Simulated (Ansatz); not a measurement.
Crystal: CsPbCl3.

```
Pb Cs Cl
1.0
     5.60500    0.00000    0.00000
     0.00000    5.60500    0.00000
     0.00000    0.00000    5.60500
Pb Cs Cl
1 1 3
Cartesian
  2.8025 2.8025 2.8025
  0.0000 0.0000 0.0000
  2.8025 0.0000 2.8025
  0.0000 2.8025 2.8025
  2.8025 2.8025 0.0000
```

Base run:

* Program: Ansatz 0.2.0
* Functional: r2SCAN
* Potentials or basis: Ansatz PAW
* Cutoff: 500 eV (not typed: the program's choice for these potentials)
* k mesh: 5 × 5 × 5
* Occupations: fermi-dirac, width 0.05 eV
* Spin: no spin polarisation

Its results: pressure 1.0 GPa.

Problem. The run is repeated on the same cell with these changes: functional from r2SCAN to LDA; cutoff from 500 eV (not typed: the program's choice for these potentials) to 420 eV (not typed: the program's choice for these potentials). What comes out?

Solution. Pressure -1.3 GPa.

Caveats: the PAW data sets come from PBE, with cores solved anew for the run's functional, which leaves a small shift of forces and pressure.
